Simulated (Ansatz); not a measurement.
A plane-wave DFT run in Ansatz 0.2.0 (scalar-relativistic PAW potentials unless the input names others): input and command.

```yaml
crystal:
  lattice:
    - [0.0, 2.7196081871, 2.7196081871]
    - [2.7196081871, 0.0, 2.7196081871]
    - [2.7196081871, 2.7196081871, 0.0]
  atoms:
    - { symbol: Ca, position: [0.0, 0.0, 0.0] }
    - { symbol: F, position: [0.75, 0.75, 0.75] }
    - { symbol: F, position: [0.25, 0.25, 0.25] }
basis:
  ecutwfc: 500
kpoints:
  mp_grid: { grid: [8, 8, 8] }
hamiltonian:
  xc: r2scan
scf:
  occupations: { method: gaussian, width: 0.02 }
  max_iter: 100
output:
  forces: true
  eigenvalues: true
  stress: true
magnetization:
  spin_polarized: "yes please"
```

```bash
ansatz run input.yaml --threads 1 --pin off --max-ram 2560MiB --backend cpu --events-out ev --progress --plain --runs-dir out
```

Will this input run?

The program refuses it, because of a value of the wrong type (magnetization.spin_polarized: not typed → "yes please"). Without that key it is accepted.

Abridged log:
```
Error: YAML parse error: error: line 24 column 19: invalid boolean (strict mode expects true/false)
  --> <input>:24:19
   |
22 |   stress: true
23 | magnetization:
24 |   spin_polarized: "yes please"
   |                   ^ invalid boolean (strict mode expects true/false)
```